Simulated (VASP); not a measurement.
# TiTe2 (P-3m1) in VASP: notebook, part 2 of 2

VASP 6.6.1.

### Step 4. Relaxation of cell and atoms, PBEsol

This run uses another cell than the first one, of 25.43 Å³/atom, 1.011 times its volume.

Contents of INCAR:

```
SYSTEM = TiTe2
  PREC = Accurate
  ENCUT = 600
  EDIFF = 1E-7
  ISMEAR = 1
  SIGMA = 0.1
  LREAL = .FALSE.
  LASPH = .TRUE.
  NELM = 80
  ALGO = Normal
  ISIF = 3
  LWAVE = .FALSE.
  LCHARG = .FALSE.
  GGA = PS
  IBRION = 2
  NSW = 90
  EDIFFG = -0.005
```

Contents of KPOINTS:

```
regular mesh
0
G
  12 12 6
  0 0 0
```

Contents of POSCAR:

```
TiTe2                                   
1.0
    3.6983779775      0.0000000000     -0.0000000000
   -1.8491889888      3.2028892813     -0.0000000000
   -0.0000000000     -0.0000000000      6.4405019111
  Ti              Te            
     1     2
Direct
     0.0000000000000000    1.0000000000000000    0.0000000000000000
     0.6666666667000030    0.3333333332999970    0.2674431891943121
     0.3333333332999970    0.6666666667000030    0.7325568108056879
```

Potentials or basis: VASP PAW PBE potentials, release 64 (Ti_sv, Te).

Launch:

```sh
$ cat potpaw_PBE.64/Ti_sv/POTCAR potpaw_PBE.64/Te/POTCAR > POTCAR
$ mpirun -np 1 vasp_std > vasp.out
```

OUTCAR:

```text
SYSTEM = TiTe2
   PREC = Accurate
   ENCUT = 600
   EDIFF = 1E-7
   ISMEAR = 1
   LREAL = .FALSE.
   LASPH = .TRUE.
   NELM = 80
   ISIF = 3
   GGA = PS
   IBRION = 2
   NSW = 90
   EDIFFG = -0.005

 ion  position               nearest neighbor table
   1  0.000  0.000  0.000-   2 2.74   3 2.74   2 2.74   3 2.74   2 2.74   3 2.74
   2  0.667  0.333  0.267-   1 2.74   1 2.74   1 2.74   3 3.68   3 3.68   3 3.68
   3  0.333  0.667  0.733-   1 2.74   1 2.74   1 2.74   2 3.68   2 3.68   2 3.68

  LATTYP: Found a hexagonal cell.
 ALAT       =     3.6983779775
 C/A-ratio  =     1.7414396123

  Lattice vectors:

 A1 = (   3.6983779775,   0.0000000000,   0.0000000000)
 A2 = (  -1.8491889888,   3.2028892813,   0.0000000000)
 A3 = (   0.0000000000,   0.0000000000,   6.4405019111)

Analysis of symmetry for initial positions (statically):
=====================================================================
 Subroutine PRICEL returns:
 Original cell was already a primitive cell.

 Routine SETGRP: Setting up the symmetry group for a
 hexagonal supercell.

 Subroutine GETGRP returns: Found 12 space group operations
 (whereof 12 operations were pure point group operations)
 out of a pool of 24 trial point group operations.
[... 173 lines left out ...]
  Direction    XX          YY          ZZ          XY          YZ          ZX
  --------------------------------------------------------------------------------------
  -------------------------------------------------------------------------------------
  Total       -0.0124288     -0.0124288     -0.0183911      0.0000000      0.0000000      0.0000000
  in kB       -0.2610164     -0.2610164     -0.3862298      0.0000000      0.0000000      0.0000000
  external PRESSURE =      -0.3027542 kB  Pullay stress =       0.0000000 kB
[... 135 lines left out ...]
--------------------------------------- Ionic step        5  -------------------------------------------

 number of electron      24.0000001 magnetization

 Free energy of the ion-electron system (eV)
  ---------------------------------------------------
  ext. energy  EPLUGINS =         0.00000000
  ---------------------------------------------------
  free energy    TOTEN  =       -17.54188111 eV

  energy without entropy =      -17.54224799  energy(sigma->0) =      -17.54200340

 E-fermi :   7.3508     XC(G=0): -10.2596

 val. band max:        7.3346343854   @ k =   0.2500   0.0000   0.1667
 cond. band min:       7.3549444153   @ k =   0.0000   0.4167   0.1667
 fundamental gap:      0.0203100299
 Fermi energy:         7.3508022093

 k-point     1 :       0.0000    0.0000    0.0000
  band No.  band energies     occupation
      1     -49.7858      2.00000
      2     -26.1519      2.00000
      3     -26.1519      2.00000
      4     -26.1202      2.00000
      5      -5.3896      2.00000
      6      -3.7572      2.00000
[... 433 lines left out ...]
      3     -26.1550      2.00000
      4     -26.1170      2.00000
      5      -4.9827      2.00000
      6      -3.7275      2.00000
[... 8 lines left out ...]
     15       8.6620     -0.00000
     16      10.1421      0.00000

 [... further k-points ...]
[... 5 lines left out ...]
  --------------------------------------------------------------------------------------
  -------------------------------------------------------------------------------------
  Total        0.0035004      0.0035004     -0.0122427     -0.0000000     -0.0000000      0.0000000
  in kB        0.0736162      0.0736162     -0.2574748     -0.0000000     -0.0000000      0.0000000
  external PRESSURE =      -0.0367475 kB  Pullay stress =       0.0000000 kB
[... 18 lines left out ...]
  FREE ENERGIE OF THE ION-ELECTRON SYSTEM (eV)
  ---------------------------------------------------
  free  energy   TOTEN  =       -17.5418811062 eV

  energy  without entropy=      -17.5422479940  energy(sigma->0) =      -17.54200340

 reached required accuracy - stopping structural energy minimisation
```

OSZICAR:

```text
N       E                     dE             d eps       ncg     rms          rms(c)
DAV:   1     0.190761140986E+03    0.19076E+03   -0.11892E+04  3200   0.156E+03
DAV:   2    -0.303375705141E+00   -0.19106E+03   -0.18930E+03  3384   0.364E+02
DAV:   3    -0.191510125833E+02   -0.18848E+02   -0.18305E+02  5456   0.969E+01
DAV:   4    -0.196732309852E+02   -0.52222E+00   -0.52155E+00  3816   0.169E+01
[... 43 lines left out ...]
DAV:   2    -0.175419149661E+02   -0.11352E-04   -0.80689E-04  4120   0.210E-01    0.422E-02
DAV:   3    -0.175418831911E+02    0.31775E-04   -0.34010E-04  4256   0.115E-01    0.118E-02
DAV:   4    -0.175418809110E+02    0.22801E-05   -0.15406E-05  4528   0.312E-02    0.988E-03
DAV:   5    -0.175418810674E+02   -0.15636E-06   -0.89913E-07  4080   0.751E-03    0.399E-03
DAV:   6    -0.175418811062E+02   -0.38823E-07   -0.60370E-07  4424   0.378E-03
   5 F= -.17541881E+02 E0= -.17542003E+02  d E =-.180534E-04
```

Wall time 8.3 min (1 thread of Intel Xeon Platinum 8488C (Sapphire Rapids), shared host); peak memory 0.33 GiB.

What came out:

| Item | Value |
| --- | --- |
| Free energy | -17.5419 eV |
| Relaxed volume | 25.39 Å³/atom |
| Relaxed cell | a = 3.697 Å, b = 3.697 Å, c = 6.436 Å, α = 90.00°, β = 90.00°, γ = 120.00° |
| Space group after relaxing (to 0.05 Å) | P-3m1 (No. 164) |
| Energy gained by relaxing | 0.0 meV/atom |
| Ionic steps | 5 |
| Pressure after relaxing | 0.0 GPa |
| Band gap on the k mesh | none (metal or under the smearing width) |

Final structure:
```yaml
crystal:
  lattice:
    - [3.69716, 0.00000, 0.00000]
    - [-1.84858, 3.20184, 0.00000]
    - [0.00000, 0.00000, 6.43553]
  atoms:
    - { symbol: Ti, position: [0.00000, 0.00000, 0.00000] }
    - { symbol: Te, position: [0.66667, 0.33333, 0.26779] }
    - { symbol: Te, position: [0.33333, 0.66667, 0.73221] }
```

Caveat: the PAW data sets were made with another functional, which shifts forces and pressure a little; this functional lacks dispersion, which binds the layers, so the pressure and a relaxed spacing across them are unreliable. The run has no spin-orbit coupling, so splittings on Te are missing.

### Step 5. Relaxation of shape and atoms at fixed volume, PBEsol (a relaxed cell with its volume scaled by 0.94)

INCAR: that of step 4 with these lines changed.

```diff
@@ -10,3 +10,3 @@
   ALGO = Normal
-  ISIF = 3
+  ISIF = 4
   LWAVE = .FALSE.
@@ -15,3 +15,3 @@
   IBRION = 2
-  NSW = 90
-  EDIFFG = -0.005
+  NSW = 40
+  EDIFFG = -0.01
```

KPOINTS is that of step 4.

Contents of POSCAR:

```
TiTe2                                   
1.0
    3.6216875709      0.0000000000     -0.0000000000
   -1.8108437855      3.1364734409     -0.0000000000
    0.0000000000      0.0000000000      6.3041580305
  Ti              Te            
     1     2
Direct
     0.0000000000000000    1.0000000000000000    0.0000000000000000
     0.6666666667000030    0.3333333332999970    0.2677859823736157
     0.3333333332999970    0.6666666667000030    0.7322140176263843
```

Launch:

```sh
$ cat potpaw_PBE.64/Ti_sv/POTCAR potpaw_PBE.64/Te/POTCAR > POTCAR
$ mpirun -np 1 vasp_std > vasp.out
```

Wall time 7.7 min (1 thread of Intel Xeon Platinum 8488C (Sapphire Rapids), shared host); peak memory 0.31 GiB.

The run converged. Its results:

```yaml
Free_energy: -17.5035 eV
Energy_gained_by_relaxing: 9.9 meV/atom
Ionic_steps: 5
Pressure_after_relaxing: 2.9 GPa
Largest_force_after_relaxing: 0.007 eV/Å
Band_gap_on_the_k_mesh: none (metal or under the smearing width)
```

Forces in eV/Å, atoms in the order of the input:
```
Ti   0.000  0.000  0.000
Te   0.000  0.000  0.007
Te   0.000  0.000 -0.007
```

The path:
```csv
step,energy change (eV),largest force (eV/Å),pressure (GPa)
1,0.0000,0.5781,4.99
2,-0.0225,0.2314,3.79
3,-0.0263,0.0295,3.11
4,-0.0289,0.0196,3.02
5,-0.0297,0.0073,2.93
```

Final structure:
```
Ti Te
1.0
     3.63677    0.00000    0.00000
    -1.81838    3.14953    0.00000
     0.00000    0.00000    6.25199
Ti Te
1 2
Cartesian
  -1.8184 3.1495 0.0000
  1.8184 1.0498 1.7268
  0.0000 2.0997 4.5252
```

Levels at points of the mesh, in eV from the Fermi level:
```
           k point  band 8  band 9  band 10  band 11  band 12  band 13  band 14  band 15  band 16
(0.00, 0.00, 0.00)   -1.60   -1.60     0.17     0.48     0.48     0.94     1.46     1.46     3.19
(0.50, 0.00, 0.00)   -4.14   -3.11    -2.65    -1.72    -1.24    -0.08     1.40     1.76     2.50
(0.00, 0.00, 0.50)   -3.28   -1.48    -1.48     0.46     0.46     0.92     0.92     1.20     3.90
(0.50, 0.00, 0.50)   -5.28   -2.71    -2.18    -0.84    -0.51    -0.35     1.39     1.77     2.63
```

Caveat: the PAW data sets were made with another functional, which shifts forces and pressure a little; this functional lacks dispersion, which binds the layers, so the pressure and a relaxed spacing across them are unreliable. The run has no spin-orbit coupling, so splittings on Te are missing.

### Step 6. The runs side by side

| task | level | cell | gap on the mesh (eV) | pressure (GPa) | relaxed volume (Å³/atom) |
| --- | --- | --- | --- | --- | --- |
| relaxation of cell and atoms | PBE+D3(BJ) | relaxed | none | 0.0 | 25.13 |
| relaxation of cell and atoms | PBEsol | relaxed | none | 0.0 | 25.39 |
| relaxation of shape and atoms at fixed volume | PBEsol | atoms relaxed at fixed volume from: a relaxed cell with its volume scaled by 0.94 | none | 2.9 | - |

Alike in all rows: potentials or basis VASP PAW PBE potentials, release 64 (Ti_sv, Te); no spin polarisation; k mesh 12 × 12 × 6; cutoff (eV) 600; smearing methfessel-paxton 0.1 eV.

Caveats: the PAW data sets were made with another functional, which shifts forces and pressure a little (some runs); this functional lacks dispersion, which binds the layers, so the pressure and a relaxed spacing across them are unreliable (some runs).

Absolute energies hang on the potentials; compare differences alone.
